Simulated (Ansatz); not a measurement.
Runs of Ansatz 0.2.0 on BN. The structure is hexagonal, space group P6_3/mmc (No. 194). Conventional cell: a = 2.498 Å, b = 2.498 Å, c = 6.636 Å, α = 90.00°, β = 90.00°, γ = 120.00°. N (site symmetry -6m2) has 3 B at 1.44 Å as nearest neighbours. B (site symmetry -6m2) is surrounded by 3 N at 1.44 Å. 

| task | level | cell | smearing | points for each segment of the path | gap on the mesh (eV) | pressure (GPa) | relaxed volume (Å³/atom) |
| --- | --- | --- | --- | --- | --- | --- | --- |
| relaxation of cell and atoms | PBEsol+D3(BJ) | relaxed | fermi-dirac 0.1 eV | - | 4.10 | 0.0 | (a) |
| Born charges and dielectric tensor | PBEsol | as given | fixed | - | 4.19 | - | - |
| relaxation of cell and atoms | PBEsol+D4 | relaxed | fermi-dirac 0.05 eV | - | (b) | 0.0 | 8.78 |
| band structure | revPBE | as given | fermi-dirac 0.05 eV | 14 | 4.38 | 8.1 | - |
| band structure | BLYP | as given | fermi-dirac 0.05 eV | 14 | 4.36 | (c) | - |

Alike in all rows: potentials or basis Ansatz PAW; no spin polarisation; k mesh 12 × 12 × 4; cutoff (eV) 420.

**Question.** Estimate the missing entries.

**Answer.** (a) 8.69; (b) 4.12; (c) 7.3.

Caveats: the PAW data sets come from PBE, with cores solved anew for the run's functional, which leaves a small shift of forces and pressure; this functional lacks dispersion, which binds the layers, so the pressure and a relaxed spacing across them are unreliable (some runs); the plane-wave basis is chosen anew once the cell has moved, so the energies of steps on either side of that aren't comparable (some runs).

A k mesh can miss the band edges.

Runs at the PBE level aren't shown here.
